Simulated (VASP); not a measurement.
HC32N, 34 atoms in the cell. The cell holds a slab with vacuum, 34 atoms: a = 9.864 Å, b = 9.864 Å, c = 13.000 Å, α = 90.00°, β = 90.00°, γ = 120.00°. The cell was built by a generator and needn't be a form met in nature.

| Quantity | Value |
| --- | --- |
| Program | VASP 6.6.1 |
| Task | single point |
| Functional | PBE |
| Dispersion | D3(BJ) |
| Potentials or basis | VASP PAW PBE potentials, release 64 (C, N, H) |
| Cutoff | 520 eV |
| k mesh | 1 × 1 × 1 |
| Occupations | fermi-dirac, width 0.02 eV |
| Spin | no spin polarisation |
| Dipole correction | no |
| Further INCAR settings | LREAL = Auto; ALGO = Normal; EDIFF = 1e-06; NBANDS = 90 |

Potentials or basis: VASP PAW PBE potentials, release 64 (C, N, H).

Run with:

```sh
$ cat potpaw_PBE.64/C/POTCAR potpaw_PBE.64/N/POTCAR potpaw_PBE.64/H/POTCAR > POTCAR
$ mpirun -np 1 vasp_gam > vasp.out
```

Hardware: 1 thread of Intel(R) Xeon(R) 6975P-C (Granite Rapids), with other jobs on the host.

Q: Estimate the wall time of this run.

A: It took 5.1 min on 1 thread of Intel(R) Xeon(R) 6975P-C (Granite Rapids), with other jobs on the host, peak memory 1.1 GiB. Counts: scf iterations 23, k points 1.
